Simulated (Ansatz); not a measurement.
# BAs: how much relativity matters

What happens to BAs at a fixed cell under these changes: no relativity; spin-orbit coupling on; point nuclei?

Program: Ansatz 0.2.0. Level of theory: DFT, at the level named in each step. These are calculated values, not measurements.

## 1. Starting point

Symmetry: F-43m, No. 216, cubic system. Conventional cell: a = 4.777 Å, b = 4.777 Å, c = 4.777 Å, α = 90.00°, β = 90.00°, γ = 90.00°. B (site symmetry -43m) is surrounded by 4 As at 2.07 Å. As (site symmetry -43m) is surrounded by 4 B at 2.07 Å.

Structure file:

```cif
data_structure
_symmetry_space_group_name_H-M 'P 1'
_symmetry_Int_Tables_number 1
_cell_length_a 3.3778
_cell_length_b 3.3778
_cell_length_c 3.3778
_cell_angle_alpha 60.000
_cell_angle_beta 60.000
_cell_angle_gamma 60.000
_cell_volume 27.25
loop_
_atom_site_label
_atom_site_type_symbol
_atom_site_fract_x
_atom_site_fract_y
_atom_site_fract_z
_atom_site_occupancy
B1 B 0.00000 0.00000 0.00000 1
As1 As 0.75000 0.75000 0.75000 1
```

The cell comes from a crystallographic database entry that wasn't checked; take it as a given geometry, which may be far from equilibrium.

Atoms are numbered in the order of the input: B1, As2.

## 2. No relativity, LAPW

Contents of input.yaml:

```yaml
crystal:
  lattice:
    - [0.0, 2.3885, 2.3885]
    - [2.3885, 0.0, 2.3885]
    - [2.3885, 2.3885, 0.0]
  atoms:
    - { symbol: B, position: [0.0, 0.0, 0.0] }
    - { symbol: As, position: [0.75, 0.75, 0.75] }
kpoints:
  mp_grid: { grid: [15, 15, 15] }
  band_path:
    path:
      - [0.0, 0.0, 0.0]
      - [-0.5, -0.5, 0.0]
      - [-0.375, -0.375, 0.25]
      - [-0.375, 0.0, 0.375]
      - [0.0, 0.0, 0.0]
      - [0.0, 0.0, 0.5]
      - [-0.5, -0.25, 0.25]
      - [-0.5, -0.5, 0.0]
    npoints: 5
scf:
  occupations: { method: fermi_dirac, width: 0.03 }
hamiltonian:
  xc: pbe
  pseudopotentials:
    kind: all_electron
    lapw: { basis_error: 0.00025 }
    relativity: none
output:
  forces: true
  stress: true
  eigenvalues: true
```

On the command line:

```
$ ansatz run input.yaml --threads 1 --pin off --max-ram 2048MiB --backend cpu --events-out ev --progress --plain --runs-dir out
```

## 3. Spin-orbit coupling on, LAPW

input.yaml, as its differences from that of step 2:

```diff
@@ -25,6 +25,3 @@
   xc: pbe
-  pseudopotentials:
-    kind: all_electron
-    lapw: { basis_error: 0.00025 }
-    relativity: none
+  pseudopotentials: { kind: all_electron, lapw: { basis_error: 0.00025 } }
 output:
@@ -33 +30,4 @@
   eigenvalues: true
+magnetization:
+  noncollinear: true
+  spin_orbit: true
```

## 4. Spin-orbit coupling on, PAW

input.yaml, as its differences from that of step 3:

```diff
@@ -25,3 +25,3 @@
   xc: pbe
-  pseudopotentials: { kind: all_electron, lapw: { basis_error: 0.00025 } }
+  pseudopotentials: { kind: paw_fr }
 output:
@@ -30,2 +30,3 @@
   eigenvalues: true
+  efg: { contact_densities: true }
 magnetization:
```

## 5. Point nuclei, LAPW

Contents of input.yaml:

```yaml
crystal:
  lattice:
    - [0.0, 2.3885, 2.3885]
    - [2.3885, 0.0, 2.3885]
    - [2.3885, 2.3885, 0.0]
  atoms:
    - { symbol: B, position: [0.0, 0.0, 0.0] }
    - { symbol: As, position: [0.75, 0.75, 0.75] }
kpoints:
  mp_grid: { grid: [15, 15, 15] }
scf:
  occupations: { method: fermi_dirac, width: 0.03 }
hamiltonian:
  xc: pbe
  pseudopotentials:
    kind: all_electron
    lapw: { basis_error: 0.00025 }
    nuclear_model: point
output:
  forces: true
  stress: true
  eigenvalues: true
```

## 6. Point nuclei, crystal datasets

input.yaml, as its differences from that of step 5:

```diff
@@ -14,6 +14,3 @@
   xc: pbe
-  pseudopotentials:
-    kind: all_electron
-    lapw: { basis_error: 0.00025 }
-    nuclear_model: point
+  pseudopotentials: { kind: all_electron, datasets: crystal, nuclear_model: point }
 output:
@@ -22 +19,2 @@
   eigenvalues: true
+  efg: { contact_densities: true }
```

(Steps that only read results are left out.)

Q: Predict the outcome of this session. Wanted: pressure, no relativity, LAPW; pressure, spin-orbit coupling on, LAPW; pressure, point nuclei, LAPW.

As calculated:

| quantity | value |
| --- | --- |
| pressure, no relativity, LAPW | 3.18 GPa |
| pressure, spin-orbit coupling on, LAPW | 2.72 GPa |
| pressure, point nuclei, LAPW | 2.73 GPa |

What this shows: Going from no relativity to the scalar-relativistic run with point nuclei moves the pressure by -0.45 GPa and the gap from 1.21 to 1.19 eV; the heaviest element has Z = 33. From that run, spin-orbit coupling moves the pressure by -0.01 GPa. With spin-orbit coupling, PAW lies +0.04 GPa from LAPW in pressure and less than 0.01 eV in the gap.

These are semilocal Kohn-Sham gaps, which aren't the measured quantity. Such gaps usually fall short of the measured ones.
